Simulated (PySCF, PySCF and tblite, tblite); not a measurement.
# Piperidine (C5H11N): conformers and averaged spectra, part 2 of 2

PySCF and tblite. Atoms count from 0. The steps go on from the part before.

## Step 8: Couplings, conformer 2: B3LYP/6-31G*+pcJ-1

Job settings and geometry (Å):

```
{"job": {"xc": "B3LYP", "basis": {"default": "6-31G*", "H": "pcJ-1"}, "nuclei": ["H", "F", "P", "Si", "B"], "kind": "j"}, "charge": 0, "multiplicity": 1}
C     -1.007824     0.755470     0.569605
C     -1.314876    -0.507424    -0.229506
C     -0.109836    -1.444302    -0.200290
N      1.038673    -0.755443    -0.758865
C      1.406877     0.397687     0.041341
C      0.259381     1.404420     0.021170
H     -1.845737     1.453015     0.513008
H     -0.857525     0.494049     1.620509
H     -2.189025    -1.017254     0.179242
H     -1.522199    -0.238683    -1.266146
H     -0.307745    -2.331419    -0.807294
H      0.066907    -1.771619     0.841849
H      1.824918    -1.392924    -0.836046
H      1.627568     0.123501     1.090398
H      2.306437     0.843104    -0.391002
H      0.089076     1.717829    -1.009663
H      0.527932     2.282023     0.611780
```

The log of the run:

```text
coarse grid: 13312 points
cycle   1  E = -251.9019878781  dE =  6.116e-01  |g| = 4.804e-01  |ddm| = 3.298e+00
cycle   2  E = -251.8607043396  dE =  4.128e-02  |g| = 6.415e-01  |ddm| = 1.150e+00
cycle   3  E = -251.9646725085  dE = -1.040e-01  |g| = 5.394e-02  |ddm| = 6.805e-01
cycle   4  E = -251.9652082773  dE = -5.358e-04  |g| = 2.049e-02  |ddm| = 6.659e-02
cycle   5  E = -251.9652870166  dE = -7.874e-05  |g| = 8.854e-03  |ddm| = 2.540e-02
cycle   6  E = -251.9653042794  dE = -1.726e-05  |g| = 6.642e-04  |ddm| = 8.379e-03
cycle   7  E = -251.9653043808  dE = -1.014e-07  |g| = 2.606e-04  |ddm| = 9.798e-04
final grid: 126128 points
cycle   8  E = -251.9191978187  dE = -4.830e-05  |g| = 7.102e-03  |ddm| = 2.824e-02
cycle   9  E = -251.9191888770  dE =  8.942e-06  |g| = 9.272e-03  |ddm| = 1.484e-02
cycle  10  E = -251.9192109806  dE = -2.210e-05  |g| = 5.749e-04  |ddm| = 8.899e-03
cycle  11  E = -251.9192110474  dE = -6.676e-08  |g| = 1.851e-04  |ddm| = 7.361e-04
cycle  12  E = -251.9192110532  dE = -5.858e-09  |g| = 8.099e-05  |ddm| = 2.108e-04
cycle  13  E = -251.9192110546  dE = -1.418e-09  |g| = 3.673e-06  |ddm| = 8.054e-05
cycle  14  E = -251.9192110546  dE = -3.411e-12  |g| = 1.589e-06  |ddm| = 6.264e-06
converged SCF energy = -251.9192110546

Indirect spin-spin couplings (Hz)
  i      j    bonds     total        FC       PSO       DSO        SD
  6 H    7 H    2    -13.303   -12.991     1.792    -2.104         -
  6 H    8 H    3      3.447     3.567     0.324    -0.444         -
  6 H    9 H    3      3.646     3.674     0.190    -0.218         -
  6 H   10 H    4      0.938     1.440     1.264    -1.767         -
  6 H   11 H    4     -0.857    -0.395     1.064    -1.525         -
  6 H   13 H    4     -0.859    -0.398     1.064    -1.525         -
  6 H   14 H    4      0.936     1.438     1.264    -1.767         -
  6 H   15 H    3      3.646     3.674     0.190    -0.218         -
  6 H   16 H    3      3.448     3.568     0.324    -0.444         -
  7 H    8 H    3      3.682     3.702     0.186    -0.206         -
  7 H    9 H    3     12.510    13.402     1.832    -2.723         -
  7 H   10 H    4     -0.777    -0.290     1.062    -1.549         -
  7 H   12 H    5     -0.330     0.151     1.083    -1.564         -
  7 H   14 H    4     -0.777    -0.290     1.062    -1.549         -
  7 H   15 H    3     12.510    13.401     1.832    -2.723         -
  7 H   16 H    3      3.681     3.701     0.186    -0.206         -
  8 H    9 H    2    -13.049   -12.708     1.820    -2.161         -
  8 H   10 H    3      3.278     3.360     0.275    -0.357         -
  8 H   11 H    3      2.323     2.308     0.152    -0.137         -
  8 H   12 H    4      1.399     2.014     1.484    -2.099         -
  8 H   13 H    5     -0.399    -0.048     0.776    -1.127         -
  8 H   15 H    4     -0.764    -0.293     1.079    -1.550         -
  8 H   16 H    4      1.272     1.775     1.271    -1.774         -
  9 H   10 H    3      3.879     3.886     0.148    -0.155         -
  9 H   11 H    3     11.037    11.923     1.810    -2.695         -
  9 H   12 H    4     -0.879    -0.296     1.284    -1.867         -
  9 H   13 H    5     -0.528    -0.031     1.115    -1.613         -
  9 H   14 H    5     -0.310     0.068     0.797    -1.175         -
  9 H   15 H    4      0.201    -0.286    -1.103     1.590         -
  9 H   16 H    4     -0.764    -0.293     1.079    -1.550         -
 10 H   11 H    2    -10.831   -10.484     1.635    -1.982         -
 10 H   12 H    3      4.004     4.018     0.272    -0.286         -
 10 H   13 H    4     -1.101    -0.563     1.116    -1.654         -
 10 H   14 H    4      0.629     1.191     1.363    -1.925         -
 10 H   15 H    5     -0.310     0.067     0.797    -1.175         -
 11 H   12 H    3      1.063     1.263     0.562    -0.762         -
 11 H   13 H    4      0.595     0.088    -1.185     1.693         -
 11 H   14 H    4     -1.101    -0.563     1.116    -1.654         -
 11 H   15 H    5     -0.529    -0.031     1.115    -1.613         -
 11 H   16 H    5     -0.399    -0.048     0.776    -1.127         -
 12 H   13 H    3      1.064     1.264     0.562    -0.762         -
 12 H   14 H    3      4.003     4.018     0.272    -0.286         -
 12 H   15 H    4     -0.877    -0.294     1.284    -1.867         -
 12 H   16 H    4      1.401     2.016     1.484    -2.099         -
 13 H   14 H    2    -10.831   -10.484     1.635    -1.982         -
 13 H   15 H    3     11.035    11.920     1.810    -2.696         -
 13 H   16 H    3      2.322     2.307     0.152    -0.137         -
 14 H   15 H    3      3.877     3.884     0.147    -0.154         -
 14 H   16 H    3      3.279     3.361     0.275    -0.357         -
 15 H   16 H    2    -13.050   -12.708     1.820    -2.161         -
```

Run time: 44 s. Hardware: 1 thread of Arm Neoverse N1, shared host; peak memory 0.94 GiB.

Key values: HOMO -5.91 eV, LUMO 1.30 eV; dipole 0.81 D.

## Step 9: Averages: properties at KT2/pcSseg-1 in acetone

Job settings and geometry (Å):

```
{"job": {"study": "conf", "smiles": "C1CCNCC1", "search": {"seed": 848, "n_embed": 60, "ff_keep": 14, "window": 3.0, "nmax": 10, "temps": [220, 260, 298.15, 340, 380], "t_ref": 298.15, "order": 0.0005}, "level": {"nmr": {"xc": "KT2", "basis": "pcSseg-1", "solvent": "acetone"}, "sp": {"xc": "B3LYP", "basis": "def2-SVP", "solvent": "acetone"}, "j": {"xc": "B3LYP", "basis": {"default": "6-31G*", "H": "pcJ-1"}, "nuclei": ["H", "F", "P", "Si", "B"]}}, "kind": "conf"}, "charge": 0, "multiplicity": 1}
C     -1.007824     0.755470     0.569605
C     -1.314876    -0.507424    -0.229506
C     -0.109836    -1.444302    -0.200290
N      1.038673    -0.755443    -0.758865
C      1.406877     0.397687     0.041341
C      0.259381     1.404420     0.021170
H     -1.845737     1.453015     0.513008
H     -0.857525     0.494049     1.620509
H     -2.189025    -1.017254     0.179242
H     -1.522199    -0.238683    -1.266146
H     -0.307745    -2.331419    -0.807294
H      0.066907    -1.771619     0.841849
H      1.824918    -1.392924    -0.836046
H      1.627568     0.123501     1.090398
H      2.306437     0.843104    -0.391002
H      0.089076     1.717829    -1.009663
H      0.527932     2.282023     0.611780
```

The log of the run:

```text
conformer  sym    E(xTB)   E(DFT)   G(298.15 K)  weight  dipole/D
    1     Cs      0.000    0.278    0.560   0.2798    1.353
    2     Cs      1.441    0.000    0.000   0.7202    1.126

mean shielding (ppm) by class
class atoms           220 K      260 K   298.15 K      340 K      380 K
  0 C  0            154.524    154.526    154.527    154.528    154.529
  1 C  1,5          152.668    152.617    152.578    152.544    152.517
  2 C  2,4          131.494    131.501    131.506     131.51    131.513
  3 N  3            200.915     200.97    201.013     201.05    201.079
  4 H  6,7           29.981     29.972     29.965     29.959     29.954
  5 H  8,9,15        30.054     30.058     30.061     30.063     30.065
  6 H  10,11,13       28.53     28.532     28.533     28.534     28.535
  7 H  12            30.319     30.347     30.369     30.388     30.403
```

Run time: 2.8 min. Hardware: 1 thread of Arm Neoverse N1, shared host. This counts the runs that the step sums up.

The search (ETKDG and KDG, MMFF94s, GFN2-xTB) embedded 60 structures, kept 4 distinct ones after the force field and 2 after xTB; 2 were carried on (window 3.0 kcal/mol at the search's own energies). Energies: B3LYP/def2-SVP in acetone with D3(BJ).

The conformers at 298 K:

```csv
no.,group,mirror pair,ΔE xTB,ΔE DFT,ΔG,weight (%),μ (D),"A, B, C (GHz)"
1,Cs,no,0.00,0.28,0.56,28.0,1.35,"4.57, 4.45, 2.59"
2,Cs,no,1.44,0.00,0.00,72.0,1.13,"4.61, 4.48, 2.59"
```

Energies in kcal/mol. ΔG holds xTB vibrations and rotation, symmetry numbers and mirror pairs.

Weights (%) by temperature:

```csv
no.,220 K,260 K,298 K,340 K,380 K
2,77.9,74.6,72.0,69.8,68.0
1,22.1,25.4,28.0,30.2,32.0
```

How the weights hang on the way they are made:

| scheme | 2 | 1 | mean μ (D) |
| --- | --- | --- | --- |
| DFT free energy | 72 | 28 | 1.19 |
| DFT energy, symmetry counted | 62 | 38 | 1.21 |
| DFT energy alone | 62 | 38 | 1.21 |
| xTB energy, symmetry counted | 8 | 92 | 1.33 |
| xTB free energy | 12 | 88 | 1.32 |
| lowest conformer only | 100 | 0 | 1.13 |
| equal weights | 50 | 50 | 1.24 |
| conformers found from three starts alone | 0 | 100 | 1.35 |

Shifts against references run at the same level (¹³C TMS 186.4, ¹H TMS 31.60 ppm of shielding), by class of atoms, at 298 K:

| atoms | environment | no. 2 | no. 1 | average |
| --- | --- | --- | --- | --- |
| C2, C4 | sp3 CH2 bonded to N | 55.0 | 54.8 | 54.9 |
| C1, C5 | sp3 CH2 in a ring | 33.4 | 34.9 | 33.8 |
| C0 | sp3 CH2 in a ring | 31.9 | 31.9 | 31.9 |
| H10, H11, H13, H14 | hydrogen on an sp3 CH2 bonded to N | 3.08 | 3.03 | 3.06 |
| H6, H7 | hydrogen on an sp3 CH2 in a ring | 1.55 | 1.83 | 1.63 |
| H8, H9, H15, H16 | hydrogen on an sp3 CH2 in a ring | 1.57 | 1.45 | 1.54 |
| H12 | hydrogen on an amine nitrogen | 1.47 | 0.61 | 1.23 |
| N3 | amine nitrogen | 200.5 (σ) | 202.2 (σ) | 201.0 (σ) |

Couplings (Hz, B3LYP/6-31G*+pcJ-1; one pair named for each class), from conformers that hold 100 % of the weight:

```
   pair  bonds  no. 2  no. 1  average
  H6–H7      2  -13.3  -13.4    -13.3
  H8–H9      2  -13.1  -13.4    -13.2
H10–H11      2  -10.8  -14.3    -11.8
  H6–H8      3    8.0    7.9      8.0
 H8–H10      3    7.2    7.0      7.1
H10–H12      3    2.5    8.2      4.1
  H6–H9      3    3.7    3.7      3.7
 H8–H11      3    3.1    3.4      3.2
H10–H13      4   -1.1   -0.4     -0.9
 H6–H11      4   -0.8   -0.8     -0.8
 H8–H15      4   -0.8   -0.8     -0.8
 H8–H16      4    0.7    0.5      0.7
 H6–H10      4    0.5    0.9      0.6
H10–H14      4    0.6    0.2      0.5
```

Effective distances for nuclear Overhauser effects, ⟨r⁻⁶⟩^(−1/6) over all pairs of two classes (Å): H10···H12 2.42; H6···H8 2.57; H8···H10 2.85; H6···H10 3.12; H8···H12 3.31.

## Step 10: Summary of results

What follows sums up all 2 parts.

| quantity | value |
| --- | --- |
| conformers | 2; the first in weight is no. 2 (Cs), 72 % at 298 K |
| root-mean-square dipole | 1.19 D |
| averaged ¹³C shifts (KT2/pcSseg-1 in acetone) | 54.9, 33.8, 31.9 ppm |
| averaged ¹H shifts (KT2/pcSseg-1 in acetone) | 3.06, 1.63, 1.54, 1.23 ppm |

In words: At 298 K conformer 2 holds 72 % of the ensemble (78 % at 220 K, 68 % at 380 K). xTB puts no. 1 lowest, DFT no. 2. Among conformers over 5 %, H12 differs by 0.86 ppm, while the average moves by 0.08 ppm from 220 to 380 K. Among vicinal couplings, H10–H12 differs most between the conformers listed (2.5 for no. 2, 8.2 for no. 1; average 4.1 Hz). Protons on O, N, S or Se exchange and bind to solvent, so their values hold for the lone molecule only.
